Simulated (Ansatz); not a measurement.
SrO: deformation potentials from a series

```xyz
2
Lattice="0.0000 2.5698 2.5698 2.5698 0.0000 2.5698 2.5698 2.5698 0.0000" Properties=species:S:1:pos:R:3 pbc="T T T"
Sr    0.0000    0.0000    0.0000
O     2.5698    2.5698    2.5698
```

Atom numbers follow the list: Sr1, O2.

The cell is COD entry 1100027, as deposited and not checked against the literature; nothing was relaxed. It is an old determination, and later ones may differ.

Computed with DFT, PBEsol, all-electron LAPW, scalar-relativistic in Ansatz 0.2.0.

Numerical set-up: a Γ-centred 8×8×8 k mesh, Fermi–Dirac smearing of 0.03 eV, basis error target 0.5 meV/atom, no spin polarisation.

The cell is scaled evenly. Fractional coordinates are held (clamped ions).

Only quantities that a quadratic follows smoothly over the whole series are listed; rougher ones are left out.

```tsv
ln(V/Vcell)	direct gap at Γ (eV)	smallest gap on mesh and path (eV)
-0.0619	4.318	3.152
-0.0202	4.006	3.187
-0.0101	3.932	3.194
0.0000	3.860	3.201
0.0100	3.790	3.207
0.0198	3.721	3.213
0.0392	3.588	3.222
0.0583	3.461	3.230
```

Question: Fit the series and give the slopes at zero strain.

Answer: Least-squares fits y = p0 + p1 x + p2 x² to the rows give direct gap at Γ (eV): p1 = -7.11, p2 = 4.6; smallest gap on mesh and path (eV): p1 = 0.64, p2 = -2.4. So dEg/dln V = -7.1 eV for the direct gap at Γ, which isn't the fundamental gap here: that one has dEg/dln V = 0.6 eV. Semilocal gaps are too small, but their slopes carry over better.

Question: One run, at ln(V/Vcell) = -0.0408, is withheld. Predict its row.

Answer: The fits give 4.158, 3.171; the run gave 4.158, 3.171.
